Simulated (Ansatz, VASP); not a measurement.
**Two plane-wave programs on BeS**

```xyz
2
Lattice="0.0000 2.4250 2.4250 2.4250 0.0000 2.4250 2.4250 2.4250 0.0000" Properties=species:S:1:pos:R:3 pbc="T T T"
S     3.6375    3.6375    3.6375
Be    0.0000    0.0000    0.0000
```

Alike in both runs: task single point; functional RPBE; k mesh 9 × 9 × 9; occupations gaussian, width 0.02 eV; no spin polarisation.

```csv
,VASP,Ansatz
version,VASP 6.6.1,Ansatz 0.2.0
potentials or method,"VASP PAW PBE potentials, release 64 (S, Be)",Ansatz PAW
plane-wave cutoff (eV),500,420
valence electrons in the cell,8,8
```

Ansatz gave:

* gap on the k mesh at the Fermi level (eV): 3.32
* least direct gap on the mesh (eV): 5.72
* pressure (GPa): 3.9

Question: Estimate VASP's values.

Answer: gap on the k mesh at the Fermi level (eV): 3.31; least direct gap on the mesh (eV): 5.72; pressure (GPa): 3.8.

Caveats: the PAW data sets were made with another functional, which shifts forces and pressure a little (VASP); an odd mesh through Γ misses points on the zone boundary, where band edges often lie (VASP); odd divisions of the mesh miss points on the zone boundary, where band edges often lie, so the gap on the mesh can be too wide (Ansatz); the PAW data sets come from PBE, with cores solved anew for the run's functional, which leaves a small shift of forces and pressure (Ansatz).
